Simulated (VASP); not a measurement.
# SnTe (F-43m) in VASP: further runs, part 2 of 2

VASP 6.6.1.

## Step 3: G0W0 quasiparticle levels, PBE

The input, POSCAR:

```
SnTe
1.0
    0.0000000000      3.6111460000      3.6111460000
    3.6111460000      0.0000000000      3.6111460000
    3.6111460000      3.6111460000      0.0000000000
Te Sn
1 1
Direct
    0.2500000000      0.2500000000      0.2500000000
    0.0000000000      0.0000000000      0.0000000000
```

The input, INCAR.step1:

```
SYSTEM = SnTe
ALGO     = Fast           ! electronic algorithm
EDIFF    = 1E-8           ! SCF threshold, eV
ENCUT    = 450            ! plane-wave cutoff, eV
GGA      = PE             ! functional
ISMEAR   = 0              ! smearing method
LASPH    = .True.         ! aspherical terms in the spheres
LCHARG   = .False.        ! write CHGCAR
LREAL    = .False.        ! projectors in reciprocal space
LWAVE    = .True.         ! write WAVECAR
NELM     = 80             ! most SCF steps
PREC     = Accurate       ! precision mode
SIGMA    = 0.01           ! smearing width, eV
```

The input, INCAR.step2:

```
SYSTEM = SnTe
ALGO     = Exact          ! electronic algorithm
EDIFF    = 1E-8           ! SCF threshold, eV
ENCUT    = 450            ! plane-wave cutoff, eV
GGA      = PE             ! functional
ISMEAR   = 0              ! smearing method
ISTART   = 1            
LASPH    = .True.         ! aspherical terms in the spheres
LCHARG   = .False.        ! write CHGCAR
LOPTICS  = .True.         ! frequency-dependent dielectric function
LREAL    = .False.        ! projectors in reciprocal space
LWAVE    = .True.         ! write WAVECAR
NBANDS   = 66             ! bands
NELM     = 1              ! most SCF steps
PREC     = Accurate       ! precision mode
SIGMA    = 0.01           ! smearing width, eV
```

The input, INCAR.step3:

```
SYSTEM = SnTe
ALGO     = EVGW0          ! electronic algorithm
EDIFF    = 1E-8           ! SCF threshold, eV
ENCUT    = 450            ! plane-wave cutoff, eV
ENCUTGW  = 100            ! cutoff of the response function
GGA      = PE             ! functional
ISMEAR   = 0              ! smearing method
ISTART   = 1            
LASPH    = .True.         ! aspherical terms in the spheres
LCHARG   = .False.        ! write CHGCAR
LREAL    = .False.        ! projectors in reciprocal space
LWAVE    = .False.        ! write WAVECAR
NBANDS   = 66             ! bands
NBANDSGW = 18           
NELMGW   = 1            
NOMEGA   = 48             ! frequency points
PREC     = Accurate       ! precision mode
PRECFOCK = Fast         
SIGMA    = 0.01           ! smearing width, eV
```

The input, KPOINTS:

```
k-points
0
Gamma
  3 3 3
  0 0 0
```

Potentials or basis: VASP PAW PBE potentials, release 64 (Te_GW, Sn_d_GW).

Run with:

```bash
$ cat potpaw_PBE.64/Te_GW/POTCAR potpaw_PBE.64/Sn_d_GW/POTCAR > POTCAR
$ cp INCAR.step1 INCAR
$ mpirun -np 1 vasp_std > vasp.out
$ cp INCAR.step2 INCAR
$ mpirun -np 1 vasp_std > vasp.out
$ cp INCAR.step3 INCAR
$ mpirun -np 1 vasp_std > vasp.out
```

OUTCAR:

```text
SYSTEM = SnTe
   EDIFF = 1E-8
   ENCUT = 450
   ENCUTGW = 100
   GGA = PE
   ISMEAR = 0
   ISTART = 1
   LASPH = .True.
   LREAL = .False.
   NELMGW = 1
   PREC = Accurate
   PRECFOCK = Fast

 Found      4 irreducible k-points:

 Following reciprocal coordinates:
            Coordinates               Weight
  0.000000  0.000000  0.000000      1.000000
  0.333333  0.000000  0.000000      8.000000
  0.333333  0.333333  0.000000      6.000000
 -0.333333  0.333333  0.000000     12.000000
   k-points           NKPTS =      4   k-points in BZ     NKDIM =     27   number of bands    NBANDS=     66
   number of dos      NEDOS =    301   number of ions     NIONS =      2
   total plane-waves  NPLWV =  46656
   dimension x,y,z NGX =    36 NGY =   36 NGZ =   36
   dimension x,y,z NGXF=    72 NGYF=   72 NGZF=   72
   ions per type =               1   1
   NGX,Y,Z   is equivalent  to a cutoff of  11.72, 11.72, 11.72 a.u.
   NGXF,Y,Z  is equivalent  to a cutoff of  23.44, 23.44, 23.44 a.u.
 SYSTEM =  SnTe
   PREC   = accura    normal or accurate (medium, high low for compatibility)
   ISTART =      1    job   : 0-new  1-cont  2-samecut
   ICHARG =      0    charge: 1-file 2-atom 10-const
   ISPIN  =      1    spin polarized calculation?
   LNONCOLLINEAR =      F non collinear calculations
   LSORBIT =      F    spin-orbit coupling
   LASPH  =      T    aspherical Exc in radial PAW
   ENCUT  =  450.0 eV  33.07 Ry    5.75 a.u.   8.83  8.83  8.83*2*pi/ulx,y,z
   NELM   =     60;   NELMIN=  2; NELMDL=  0     # of ELM steps
   EDIFF  = 0.1E-07   stopping-criterion for ELM
   LREAL  =      F    real-space projection
   EDIFFG = 0.1E-06   stopping-criterion for IOM
   NSW    =      0    number of steps for IOM
   IBRION =     -1    ionic relax: 0-MD 1-quasi-New 2-CG
   NFREE  =      0    steps in history (QN), initial steepest desc. (CG)
   ISIF   =      0    stress and relaxation
   ISYM   =      3    0-nonsym 1-usesym 2-fastsym
   POTIM  = 0.5000    time-step for ionic-motion
   TEBEG  =    0.0;   TEEND  =   0.0 temperature during run
   PSTRESS=    0.0 pullay stress
   NELECT =      20.0000    total number of electrons
   NUPDOWN=      -1.0000    fix difference up-down
   EMIN   =  10.00;   EMAX   =-10.00  energy-range for DOS
   EFERMI =   0.00;   METHOD = LEGACY
   ISMEAR =     0;   SIGMA  =   0.01  broadening in eV -4-tet -1-fermi 0-gaus
   EFERMI_NEDOS =   21; number of points for ismear=-14 and -15
   IALGO  =     38    algorithm
   IMIX   =      4    mixing-type and parameters
     AMIX     =   0.40;   BMIX     =  1.00
     AMIX_MAG =   1.60;   BMIX_MAG =  1.00
  volume/ion in A,a.u.               =      47.09       317.78
  Fermi-wavevector in a.u.,A,eV,Ry     =   0.976704  1.845704 12.979296  0.953951
  Thomas-Fermi vector in A             =   2.107344
   LORBIT       =      0    0 simple, 1 ext, 2 COOP (PROOUT), +10 PAW based schemes
   GGA     = PE    functional components
   LHFCALC =     T    Hartree Fock is set to
   PRECFOCK=fast      Normal, Fast or Accurate (Low or Medium for compatibility)
   ENCUT4O =  -1.0   cutoff for four orbital integrals eV
   NKREDX  =     1    reduce k-point grid by
   NKREDY  =     1    reduce k-point grid by
   NKREDZ  =     1    reduce k-point grid by
   AEXX    =    1.0000 exact exchange contribution
   HFSCREEN=    0.0000 screening length (either q_TF or 0.3 A-1)
   HFSCREENC=   0.0000 screening length for correlation (either q_TF or 0.3 A-1)
   ENCUTFOCK=  -1.0 apply spherical cutoff to Coloumb kernel
   IVDW    =     0    specifies the selected vdW correction
   LEPSILON=     F    determine dielectric tensor
   LRPA    =     F    only Hartree local field effects (RPA)
   LRPAFORCE           =     F    calculate RPA forces
   ENCUTGW             = 100.0    cutoff for response function in eV
   ENCUTGWSOFT         =  80.0    soft cutoff for Coulomb kernel in GW response function in eV
   ENCUTLF             =  -1.0    cutoff for local field effects
   NELMGW              =     1    number of iterations in solving QP/BSE equation
   NELMHF              =     1    number of iterations in the inner HF iteration
   NKREDLFX            =     1    NKREDLFY  =   1   NKREDLFZ  =   1
 non-spin polarized calculation
 Gauss-broadening in eV      SIGMA  =   0.01
  energy-cutoff  :      450.00
  volume of cell :       94.18
 maximum number of plane-waves:      2085
  NGX = 20; NGY = 20; NGZ = 20
   NGX = 17   NGY = 17   NGZ = 17
 maximum number of plane-waves:       220
 NGX is ok and might be reduce to    18

 QP shifts <psi_nk| G(iteration)W_0 |psi_nk>: iteration 1
 for sc-GW calculations column KS-energies equals QP-energies in previous step
 and V_xc(KS)=  KS-energies - (<T + V_ion + V_H > + <T+V_H+V_ion>^1  + <V_x>^1)

 k-point   1 :       0.0000    0.0000    0.0000
  band No.  KS-energies  QP-energies   sigma(KS)   V_xc(KS)     V^pw_x(r,r')   Z            occupation Imag(sigma)

      1     -19.3498     -21.3415     -20.6770     -17.5159     -27.0665       0.6301       2.0000       0.4822
      2     -19.3498     -21.3415     -20.6770     -17.5159     -27.0665       0.6301       2.0000       0.4822
      3     -19.3498     -21.3415     -20.6770     -17.5159     -27.0665       0.6301       2.0000       0.4822
      4     -19.3410     -21.3171     -20.6695     -17.5187     -27.0515       0.6272       2.0000       0.4710
      5     -19.3410     -21.3171     -20.6695     -17.5187     -27.0515       0.6272       2.0000       0.4710
      6      -9.0960      -8.9768     -10.5953     -10.7965     -16.9978       0.5923       2.0000       1.1693
[... 10 lines left out ...]
     17      10.0916      10.1043      -6.0304      -6.0475      -1.7757       0.7455       0.0000      -0.4613
     18      10.0916      10.1043      -6.0304      -6.0475      -1.7757       0.7455       0.0000      -0.4613

 k-point   2 :       0.3333    0.0000    0.0000
  band No.  KS-energies  QP-energies   sigma(KS)   V_xc(KS)     V^pw_x(r,r')   Z            occupation Imag(sigma)

      1     -19.3495     -21.3446     -20.6726     -17.5164     -27.0647       0.6321       2.0000       0.4825
      2     -19.3495     -21.3446     -20.6726     -17.5164     -27.0647       0.6321       2.0000       0.4825
      3     -19.3495     -21.3446     -20.6726     -17.5164     -27.0647       0.6321       2.0000       0.4825
      4     -19.3409     -21.3421     -20.6692     -17.5190     -27.0521       0.6353       2.0000       0.4703
      5     -19.3409     -21.3421     -20.6692     -17.5190     -27.0521       0.6353       2.0000       0.4703
      6      -8.7201      -8.6298     -10.8406     -10.9882     -16.9692       0.6119       2.0000       1.1257
[... 10 lines left out ...]
     17       9.8240       9.9251      -6.5718      -6.7089      -2.3381       0.7374       0.0000      -0.4364
     18      12.2588      12.7006      -7.3724      -7.9552      -2.8886       0.7580       0.0000      -0.6655

 k-point   3 :       0.3333    0.3333    0.0000
  band No.  KS-energies  QP-energies   sigma(KS)   V_xc(KS)     V^pw_x(r,r')   Z            occupation Imag(sigma)

      1     -19.3524     -21.3329     -20.6624     -17.5111     -27.0601       0.6285       2.0000       0.4892
      2     -19.3477     -21.3537     -20.6757     -17.5197     -27.0666       0.6356       2.0000       0.4793
      3     -19.3477     -21.3537     -20.6757     -17.5197     -27.0666       0.6356       2.0000       0.4793
      4     -19.3410     -21.3241     -20.6682     -17.5187     -27.0510       0.6296       2.0000       0.4699
      5     -19.3410     -21.3241     -20.6682     -17.5187     -27.0510       0.6296       2.0000       0.4699
      6      -8.5788      -8.4954     -10.9271     -11.0614     -16.9610       0.6209       2.0000       1.1176
[... 10 lines left out ...]
     17      11.9205      12.3500      -7.7836      -8.3469      -3.1898       0.7624       0.0000      -0.7167
     18      11.9205      12.3500      -7.7836      -8.3469      -3.1898       0.7624       0.0000      -0.7167

 k-point   4 :      -0.3333    0.3333    0.0000
  band No.  KS-energies  QP-energies   sigma(KS)   V_xc(KS)     V^pw_x(r,r')   Z            occupation Imag(sigma)

      1     -19.3519     -21.3331     -20.6613     -17.5121     -27.0608       0.6291       2.0000       0.4900
      2     -19.3478     -21.3493     -20.6743     -17.5194     -27.0653       0.6344       2.0000       0.4788
      3     -19.3478     -21.3493     -20.6743     -17.5194     -27.0653       0.6344       2.0000       0.4788
      4     -19.3410     -21.3337     -20.6683     -17.5188     -27.0515       0.6327       2.0000       0.4697
      5     -19.3410     -21.3337     -20.6683     -17.5188     -27.0515       0.6327       2.0000       0.4697
      6      -8.4046      -8.3224     -11.0509     -11.1818     -16.9729       0.6284       2.0000       1.0961
[... 10 lines left out ...]
     17      11.4378      11.5555      -6.2218      -6.3770      -1.8589       0.7586       0.0000      -0.5547
     18      12.2298      12.4590      -6.8035      -7.1093      -2.2895       0.7497       0.0000      -0.6022
```

It took 1.9 min on 1 thread of Intel Xeon 6975P-C (Granite Rapids), shared host; peak memory 0.77 GiB.

The run converged, but some of its settings lie outside the range that counts as converged, so its numbers aren't taken as properties of the crystal.

What came out:

```
Band gap on the k mesh, mean-field level : 0.82 eV, indirect (least direct gap 0.98 eV)
Quasiparticle gap                        : 1.17 eV
Least direct quasiparticle gap           : 1.38 eV
```

Caveat: the k mesh is coarse (spacing up to 0.50 Å⁻¹), so the values aren't converged; bands, screening cutoff and mesh are small and nothing is extrapolated, so the quasiparticle values aren't converged; spin-orbit coupling is left out, which moves the levels of the heavy elements; an odd mesh through Γ misses points on the zone boundary, where band edges often lie.

## Step 4: G0W0 quasiparticle levels, PBE

POSCAR is that of step 3.

INCAR.step1 is that of step 3.

Edit INCAR.step2 of step 3 so:

```diff
@@ -12,3 +12,3 @@
 LWAVE    = .True.         ! write WAVECAR
-NBANDS   = 66             ! bands
+NBANDS   = 575            ! bands
 NELM     = 1              ! most SCF steps
```

Edit INCAR.step3 of step 3 so:

```diff
@@ -4,3 +4,3 @@
 ENCUT    = 450            ! plane-wave cutoff, eV
-ENCUTGW  = 100            ! cutoff of the response function
+ENCUTGW  = 50             ! cutoff of the response function
 GGA      = PE             ! functional
@@ -12,3 +12,3 @@
 LWAVE    = .False.        ! write WAVECAR
-NBANDS   = 66             ! bands
+NBANDS   = 575            ! bands
 NBANDSGW = 18
```

The input, KPOINTS:

```
k-points
0
Gamma
  2 2 2
  0 0 0
```

Potentials or basis: VASP PAW PBE potentials, release 64 (Te_GW, Sn_d_GW).

Run with:

```bash
$ cat potpaw_PBE.64/Te_GW/POTCAR potpaw_PBE.64/Sn_d_GW/POTCAR > POTCAR
$ cp INCAR.step1 INCAR
$ mpirun -np 1 vasp_std > vasp.out
$ cp INCAR.step2 INCAR
$ mpirun -np 1 vasp_std > vasp.out
$ cp INCAR.step3 INCAR
$ mpirun -np 1 vasp_std > vasp.out
```

OUTCAR:

```text
SYSTEM = SnTe
   EDIFF = 1E-8
   ENCUT = 450
   ENCUTGW = 50
   GGA = PE
   ISMEAR = 0
   ISTART = 1
   LASPH = .True.
   LREAL = .False.
   NELMGW = 1
   PREC = Accurate
   PRECFOCK = Fast

 Found      3 irreducible k-points:

 Following reciprocal coordinates:
            Coordinates               Weight
  0.000000  0.000000  0.000000      1.000000
  0.500000  0.000000  0.000000      4.000000
  0.500000  0.500000  0.000000      3.000000
   k-points           NKPTS =      3   k-points in BZ     NKDIM =      8   number of bands    NBANDS=    575
   number of dos      NEDOS =    301   number of ions     NIONS =      2
   total plane-waves  NPLWV =  46656
   dimension x,y,z NGX =    36 NGY =   36 NGZ =   36
   dimension x,y,z NGXF=    72 NGYF=   72 NGZF=   72
   ions per type =               1   1
   NGX,Y,Z   is equivalent  to a cutoff of  11.72, 11.72, 11.72 a.u.
   NGXF,Y,Z  is equivalent  to a cutoff of  23.44, 23.44, 23.44 a.u.
 SYSTEM =  SnTe
   PREC   = accura    normal or accurate (medium, high low for compatibility)
   ISTART =      1    job   : 0-new  1-cont  2-samecut
   ICHARG =      0    charge: 1-file 2-atom 10-const
   ISPIN  =      1    spin polarized calculation?
   LNONCOLLINEAR =      F non collinear calculations
[... 29 lines left out ...]
   GGA     = PE    functional components
   LHFCALC =     T    Hartree Fock is set to
   PRECFOCK=fast      Normal, Fast or Accurate (Low or Medium for compatibility)
   ENCUT4O =  -1.0   cutoff for four orbital integrals eV
   NKREDX  =     1    reduce k-point grid by
   NKREDY  =     1    reduce k-point grid by
   NKREDZ  =     1    reduce k-point grid by
   AEXX    =    1.0000 exact exchange contribution
   HFSCREEN=    0.0000 screening length (either q_TF or 0.3 A-1)
   HFSCREENC=   0.0000 screening length for correlation (either q_TF or 0.3 A-1)
   ENCUTFOCK=  -1.0 apply spherical cutoff to Coloumb kernel
   IVDW    =     0    specifies the selected vdW correction
   LEPSILON=     F    determine dielectric tensor
   LRPA    =     F    only Hartree local field effects (RPA)
   LRPAFORCE           =     F    calculate RPA forces
   ENCUTGW             =  50.0    cutoff for response function in eV
   ENCUTGWSOFT         =  40.0    soft cutoff for Coulomb kernel in GW response function in eV
   ENCUTLF             =  -1.0    cutoff for local field effects
   NELMGW              =     1    number of iterations in solving QP/BSE equation
   NELMHF              =     1    number of iterations in the inner HF iteration
   NKREDLFX            =     1    NKREDLFY  =   1   NKREDLFZ  =   1
 non-spin polarized calculation
 Gauss-broadening in eV      SIGMA  =   0.01
  energy-cutoff  :      450.00
  volume of cell :       94.18
 maximum number of plane-waves:      2085
 NGX is ok and might be reduce to    36
  NGX = 20; NGY = 20; NGZ = 20
   NGX = 17   NGY = 17   NGZ = 17
 maximum number of plane-waves:        80
 NGX is ok and might be reduce to    14

 QP shifts <psi_nk| G(iteration)W_0 |psi_nk>: iteration 1
 for sc-GW calculations column KS-energies equals QP-energies in previous step
 and V_xc(KS)=  KS-energies - (<T + V_ion + V_H > + <T+V_H+V_ion>^1  + <V_x>^1)

 k-point   1 :       0.0000    0.0000    0.0000
  band No.  KS-energies  QP-energies   sigma(KS)   V_xc(KS)     V^pw_x(r,r')   Z            occupation Imag(sigma)

      1     -19.3912     -21.7005     -21.1325     -17.5160     -27.0917       0.6385       2.0000       0.4864
      2     -19.3912     -21.7005     -21.1325     -17.5160     -27.0917       0.6385       2.0000       0.4864
      3     -19.3912     -21.7005     -21.1325     -17.5160     -27.0917       0.6385       2.0000       0.4864
      4     -19.3831     -21.6742     -21.1221     -17.5181     -27.0742       0.6357       2.0000       0.4731
      5     -19.3831     -21.6742     -21.1221     -17.5181     -27.0742       0.6357       2.0000       0.4731
      6      -9.0511      -9.0415     -10.7762     -10.7924     -17.0021       0.5883       2.0000       1.0756
[... 41 lines left out ...]
      4     -19.3830     -21.6843     -21.1218     -17.5180     -27.0736       0.6386       2.0000       0.4722
      5     -19.3830     -21.6843     -21.1218     -17.5180     -27.0736       0.6386       2.0000       0.4722
      6      -8.2902      -8.3154     -11.2570     -11.2166     -17.0086       0.6256       2.0000       0.9542
[... 10 lines left out ...]
     17      10.7115      10.8273      -7.7289      -7.8897      -3.1825       0.7202       0.0000      -0.3102
     18      11.0314      11.1798      -7.6819      -7.8912      -2.9037       0.7085       0.0000      -0.3523
```

OUTCAR.step2:

```text
SYSTEM = SnTe
   EDIFF = 1E-8
   ENCUT = 450
   GGA = PE
[... 517 lines left out ...]
  --------------------------------------------------------------------------------------------------------------
     0.00000     7.80002     7.80002     7.80002     0.00000     0.00000    -0.00000
     2.47146    15.49816    15.49816    15.49816     0.00000     0.00000    -0.00000
     4.94291    -5.28294    -5.28294    -5.28294    -0.00000    -0.00000    -0.00000
     7.41437    -0.77504    -0.77504    -0.77504    -0.00000    -0.00000     0.00000
     9.88582    -0.56889    -0.56889    -0.56889    -0.00000    -0.00000    -0.00000
    12.35728     0.09502     0.09502     0.09502    -0.00000    -0.00000     0.00000
[... 92 lines left out ...]
   242.20262     0.99381     0.99381     0.99381    -0.00000    -0.00000     0.00000
   244.67408     0.99395     0.99395     0.99395    -0.00000    -0.00000     0.00000
```

Run time: 2.2 min. Hardware: 1 thread of Intel Xeon 6975P-C (Granite Rapids), shared host; peak memory 0.69 GiB.

The run converged, but some of its settings lie outside the range that counts as converged, so its numbers aren't taken as properties of the crystal.

Results:

```yaml
Band_gap_on_the_k_mesh_mean-field_level: 0.81 eV, direct
Quasiparticle_gap: 1.29 eV
Least_direct_quasiparticle_gap: 1.29 eV
```

Caveat: the k mesh is coarse (spacing up to 0.75 Å⁻¹), so the values aren't converged; bands, screening cutoff and mesh are small and nothing is extrapolated, so the quasiparticle values aren't converged; spin-orbit coupling is left out, which moves the levels of the heavy elements.
